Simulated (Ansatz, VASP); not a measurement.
## Two plane-wave programs on SiNi

INCAR

```
SYSTEM = SiNi
ALGO     = Normal         ! electronic algorithm
EDIFF    = 1E-7           ! SCF threshold, eV
ENCUT    = 520            ! plane-wave cutoff, eV
GGA      = PS             ! functional
ISIF     = 2              ! what is computed and relaxed
ISMEAR   = -1             ! smearing method
ISPIN    = 2              ! spin polarisation
LASPH    = .True.         ! aspherical terms in the spheres
LCHARG   = .False.        ! write CHGCAR
LDAU     = .True.         ! DFT+U
LDAUJ    = 0 0          
LDAUL    = 2 -1           ! shell
LDAUPRINT= 1            
LDAUTYPE = 2            
LDAUU    = 1 0            ! U, eV
LMAXMIX  = 4              ! l up to which the mixer works
LORBIT   = 11             ! projections on sites
LREAL    = .False.        ! projectors in reciprocal space
LWAVE    = .False.        ! write WAVECAR
MAGMOM   = 1 1 1 1 0 0 0 0 ! initial moments
NBANDS   = 42             ! bands
NELM     = 150            ! most SCF steps
PREC     = Accurate       ! precision mode
SIGMA    = 0.05           ! smearing width, eV
```

Contents of KPOINTS:

```
k-points
0
Gamma
  6 6 6
  0 0 0
```

File POSCAR:

```
SiNi
1.0
    4.5036940000      0.0000000000      0.0000000000
    0.0000000000      4.5036940000      0.0000000000
    0.0000000000      0.0000000000      4.5036940000
Ni Si
4 4
Direct
    0.1495040000      0.1495040000      0.1495040000
    0.6495040000      0.3504960000      0.8504960000
    0.8504960000      0.6495040000      0.3504960000
    0.3504960000      0.8504960000      0.6495040000
    0.8468300000      0.8468300000      0.8468300000
    0.3468300000      0.6531700000      0.1531700000
    0.1531700000      0.3468300000      0.6531700000
    0.6531700000      0.1531700000      0.3468300000
```

Contents of input.yaml:

```yaml
crystal:
  lattice:
    - [4.503694, 0.0, 0.0]
    - [0.0, 4.503694, 0.0]
    - [0.0, 0.0, 4.503694]
  atoms:
    - { symbol: Ni, position: [0.149504, 0.149504, 0.149504], spin: 1.0 }
    - { symbol: Ni, position: [0.649504, 0.350496, 0.850496], spin: 1.0 }
    - { symbol: Ni, position: [0.850496, 0.649504, 0.350496], spin: 1.0 }
    - { symbol: Ni, position: [0.350496, 0.850496, 0.649504], spin: 1.0 }
    - { symbol: Si, position: [0.84683, 0.84683, 0.84683] }
    - { symbol: Si, position: [0.34683, 0.65317, 0.15317] }
    - { symbol: Si, position: [0.15317, 0.34683, 0.65317] }
    - { symbol: Si, position: [0.65317, 0.15317, 0.34683] }
hamiltonian:
  xc: pbesol
  pseudopotentials: { kind: paw }
  hubbard: { sites: [{ species: Ni, l: d, u_eff: 1.0 }] }
magnetization:
  spin_polarized: true
kpoints:
  mp_grid: { grid: [6, 6, 6] }
  band_path:
    path:
      - [[0.0, 0.0, 0.0], [0.0, 0.5, 0.0], [0.5, 0.5, 0.0], [0.0, 0.0, 0.0], [0.5, 0.5, 0.5], [0.0, 0.5, 0.0]]
      - [[0.5, 0.5, 0.0], [0.5, 0.5, 0.5]]
    npoints: 10
scf:
  occupations: { method: fermi_dirac, width: 0.05 }
  n_extra_bands: 20
output:
  forces: true
  stress: true
  eigenvalues: true
  fatbands: false
```

The cell is a database's computed one.

Alike in both runs: functional PBEsol; k mesh 6 × 6 × 6; occupations fermi-dirac, width 0.05 eV; collinear spin; Hubbard terms Ni d U = 1.0 eV.

```csv
,VASP,Ansatz
version,VASP 6.6.1,Ansatz 0.2.0
potentials or method,"VASP PAW PBE potentials, release 64 (Ni, Si)",Ansatz PAW
plane-wave cutoff (eV),520,420
valence electrons in the cell,56,88
task,single point,band structure
```

VASP gave:

| Property | Result |
| --- | --- |
| gap on the k mesh at the Fermi level (eV) | none |
| pressure (GPa) | -6.1 |
| rms of the force components (eV/Å) | 0.032 |
| net moment per atom (μB) | 0.00 |

Which values does Ansatz return?

gap on the k mesh at the Fermi level (eV): none; pressure (GPa): -5.0; rms of the force components (eV/Å): 0.025; net moment per atom (μB): 0.00.

The programs project onto different local orbitals, so the same U acts differently. Atom by atom the forces differ by 0.007 eV/Å (rms over components). A gap of «none» marks a metal or a gap that the smearing closes. The two sets of potentials don't hold the same shells in valence.

Caveats: the U is typed as a test and isn't derived for this compound; the PAW data sets were made with another functional, which shifts forces and pressure a little (VASP); the magnetic or orbital state may not be the lowest (Ansatz); the PAW data sets come from PBE, with cores solved anew for the run's functional, which leaves a small shift of forces and pressure (Ansatz); the starting moments weren't kept (Ansatz). The state reached can hang on the start; a lower one may exist.
